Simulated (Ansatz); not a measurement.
# CdS (rocksalt type): the cost of one run

Computed with Ansatz 0.2.0 (DFT, r2SCAN, PAW with Ansatz's default frozen-core files, scalar-relativistic, unless a step's input says otherwise).

## (1) The starting structure

It takes space group Fm-3m (No. 225, cubic). The conventional cell has a = 5.046 Å, b = 5.046 Å, c = 5.046 Å, α = 90.00°, β = 90.00°, γ = 90.00°. Cd (site symmetry m-3m) is surrounded by 6 S at 2.52 Å. S (site symmetry m-3m) has 6 Cd at 2.52 Å as nearest neighbours.

As a file:

```
CELL_PARAMETERS angstrom
0.00000 2.52285 2.52285
2.52285 0.00000 2.52285
2.52285 2.52285 0.00000
ATOMIC_POSITIONS crystal
Cd 0.00000 0.00000 0.00000
S 0.50000 0.50000 0.50000
```

Whether this phase is the stable one at these pressures isn't tested.

Atoms are numbered in the order of the input: Cd1, S2.

## (2) Cell relaxed at zero pressure, PAW

The input, input.yaml:

```yaml
crystal:
  lattice:
    - [0.0, 2.5228479314, 2.5228479314]
    - [2.5228479314, 0.0, 2.5228479314]
    - [2.5228479314, 2.5228479314, 0.0]
  atoms:
    - { symbol: Cd, position: [0.0, 0.0, 0.0] }
    - { symbol: S, position: [0.5, 0.5, 0.5] }
kpoints:
  mp_grid: { grid: [14, 14, 14] }
scf:
  occupations: { method: fermi_dirac, width: 0.05 }
hamiltonian:
  xc: r2scan
  pseudopotentials: { kind: paw }
output:
  forces: true
  stress: true
relax:
  f_tol: 0.005
  max_steps: 40
  cell: {}
```

The run is started by

```sh
$ ansatz run input.yaml --threads 1 --pin off --max-ram 2048MiB --backend cpu --events-out ev --progress --plain --runs-dir out
```

**Question.** How long does this run take on 1 thread of Intel Xeon Platinum 8488C (Sapphire Rapids), shared host, and how much memory does it need?

About 31 s, with a peak of 0.57 GiB.
